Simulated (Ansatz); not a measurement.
## TaN under changes of volume

One of the cells (10.776 Å³/atom); the others are scaled copies at fixed shape and fractional positions:

```
Ta N
1.0
     2.93800    0.00000    0.00000
    -1.46900    2.54438    0.00000
     0.00000    0.00000    2.88300
Ta N
1 1
Direct
  0.00000 0.00000 0.50000
  0.66667 0.33333 0.00000
```

| Item | Value |
| --- | --- |
| Program | Ansatz 0.2.0 |
| Functional | r2SCAN |
| Potentials or basis | Ansatz PAW |
| Cutoff | 500 eV (not typed: the program's choice for these potentials) |
| k mesh | 10 × 10 × 9 |
| Occupations | fermi-dirac, width 0.05 eV |
| Spin | no spin polarisation |

```csv
volume (Å³/atom),energy over the lowest point (meV/atom),pressure (GPa)
10.129,?,?
10.345,20.13,15.8
10.560,4.68,7.3
10.776,0.00,-0.2
10.991,5.01,-7.1
11.207,18.72,-13.2
11.422,40.27,-18.7
```

Q: What does the run at 10.129 Å³/atom give?

A: Energy over the lowest point 47.56 meV/atom; pressure 25.2 GPa.

Worked out: A Birch-Murnaghan fit of order 3 (a polynomial in V^(-2/3)) to the other rows has its minimum at 10.77 Å³/atom with B0 = V·E''(V) = 361 GPa and B' = 4.3 at fixed shape and positions, which overstates the stiffness. It gives 47.65 meV/atom at 10.129 Å³/atom, against the run's 47.56, and -dE/dV = 25.2 GPa, against 25.2.

Energies are extrapolated to zero smearing.

Caveats: the PAW data sets come from PBE, with cores solved anew for the run's functional, which leaves a small shift of forces and pressure.
